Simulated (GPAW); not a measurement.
# Au in GPAW: the effect of strain hydrostatic

Au:

```
Au
1.0
    -1.59098    1.59098    1.59098
     1.59098   -1.59098    1.59098
     1.59098    1.59098   -1.59098
Au
1
Cartesian
  0.0000 0.0000 0.0000
```

This isn't the form of Au at room conditions, which is fcc.

Alike in all runs:

```yaml
Program: GPAW 26.7.0
Task: single point
Functional: PBEsol
Potentials_or_basis: PAW data sets generated in the run's folder for this functional
Cutoff: 600 eV
Basis: pw
k_mesh: 11 × 11 × 11
Occupations: fermi-dirac, width 0.05 eV
Spin: no spin polarisation
Maxiter: 150
```

| strain hydrostatic | pressure (GPa) |
| --- | --- |
| -0.04 | 15.9 |
| -0.02 | 2.4 |
| -0.01 | -2.6 |
| 0 | ? |
| 0.01 | -10.1 |
| 0.02 | -12.9 |
| 0.04 | -16.9 |

**Question.** What does the run with strain hydrostatic 0 give?

**Answer.** Pressure -6.8 GPa.

Worked out: A parabola through the other rows of the pressure, of slope -403 GPa per unit of strain hydrostatic there, gives -6.8 GPa, against the run's -6.8.

Caveats: with this Au data set, volumes or pressures lay over 1.5 % or 2 GPa off other programs in two to four cells of ten; the density grid can change from cell to cell, which puts small steps into energies and stress.
